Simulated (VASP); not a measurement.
Input of a VASP 6.6.1 run:

The input run.py:

```python
from ase import Atoms
from ase.calculators.vasp import Vasp
from ase.dft.bandgap import bandgap

atoms = Atoms(
    ['Ta'],
    cell=[[-1.5329125618, 1.5329125618, 1.5329125618], [1.5329125618, -1.5329125618, 1.5329125618], [1.5329125618, 1.5329125618, -1.5329125618]],
    scaled_positions=[[0.0, 0.0, 0.0]],
    pbc=True,
)
calc = Vasp(
    directory='calc',
    xc='rpbe',
    pp='PBE',
    setups='gw',
    prec='Accurate',
    encut=600,
    ediff=1e-06,
    ismear=-1,
    sigma=0.05,
    lreal=False,
    lasph=True,
    nelm=80,
    algo='Fast',
    isif=2,
    lwave=False,
    lcharg=True,
    lmaxmix=4,
    kpts=[11, 11, 11],
    gamma=True,
)
atoms.calc = calc

print('energy (eV):', atoms.get_potential_energy())
print('free energy (eV):', atoms.get_potential_energy(force_consistent=True))
efermi = calc.get_fermi_level()
print('Fermi level (eV):', efermi)
path = atoms.cell.bandpath(npoints=40, eps=1e-4)
print('path:', path.path)
calc.set(kpts=path.kpts, reciprocal=True, icharg=11, isym=0, lcharg=False)
calc.calculate(atoms)
print('gap on the path (eV):', bandgap(calc, efermi=efermi)[0])
print('direct gap on the path (eV):', bandgap(calc, efermi=efermi, direct=True)[0])
```

Potentials or basis: VASP PAW PBE potentials, release 64 (Ta_sv_GW).

Command:

```sh
$ python run.py
```

Estimate the band gap along the path.

none (metal or under the smearing width).

Levels at the corners of the path, in eV from the Fermi level:
```
point  band 2  band 3  band 4  band 5  band 6  band 7  band 8  band 9  band 10
    Γ  -32.16  -32.16  -32.16   -8.62    0.71    0.71    0.71    4.83     4.83
    H  -33.74  -33.74  -33.74   -5.31   -5.31    8.85    8.85    8.85    10.97
    N  -34.51  -32.89  -32.19   -5.45   -2.30    3.01    4.93    6.24    10.26
    Γ  -32.16  -32.16  -32.16   -8.62    0.71    0.71    0.71    4.83     4.83
    P  -33.38  -33.38  -33.38   -1.26   -1.26   -1.26    6.51    6.51     9.81
    H  -33.74  -33.74  -33.74   -5.31   -5.31    8.85    8.85    8.85    10.97
    P  -33.38  -33.38  -33.38   -1.26   -1.26   -1.26    6.51    6.51     9.81
    N  -34.51  -32.89  -32.19   -5.45   -2.30    3.01    4.93    6.24    10.26
```

Caveat: the log is that of the step along the path at fixed density, whose energy, stress, charges and moments have no meaning; spin-orbit coupling is left out, which moves the levels of the heavy elements.
